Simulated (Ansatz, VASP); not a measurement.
# Two plane-wave programs on Ru

```
Ru
1.0
     2.69759    0.00000    0.00000
    -1.34880    2.33619    0.00000
     0.00000    0.00000    4.26582
Ru
2
Direct
  0.33333 0.66667 0.25000
  0.66667 0.33333 0.75000
```

Alike in both runs: functional PBE; dispersion D3(BJ); k mesh 18 × 18 × 10; occupations gaussian, width 0.1 eV; no spin polarisation.

Ansatz relaxed the structure, and its values are those at the end. VASP's run is a single point on that final structure, the one shown.

|  | VASP | Ansatz |
| --- | --- | --- |
| version | VASP 6.6.1 | Ansatz 0.2.0 |
| potentials or method | VASP PAW PBE potentials, release 64 (Ru_pv) | scalar-relativistic, plane waves, PAW |
| plane-wave cutoff (eV) | 520 | 420 |
| valence electrons in the cell | 28 | 32 |

```tsv
	VASP	Ansatz	Ansatz less VASP
gap on the k mesh at the Fermi level (eV)	none	none	-
pressure (GPa)	0.0	0.0	+0.06
```

A gap of «none» marks a metal or a gap that the smearing closes. The two sets of potentials don't hold the same shells in valence.

Caveats: pairwise dispersion overbinds metals, which lowers pressure and volume.
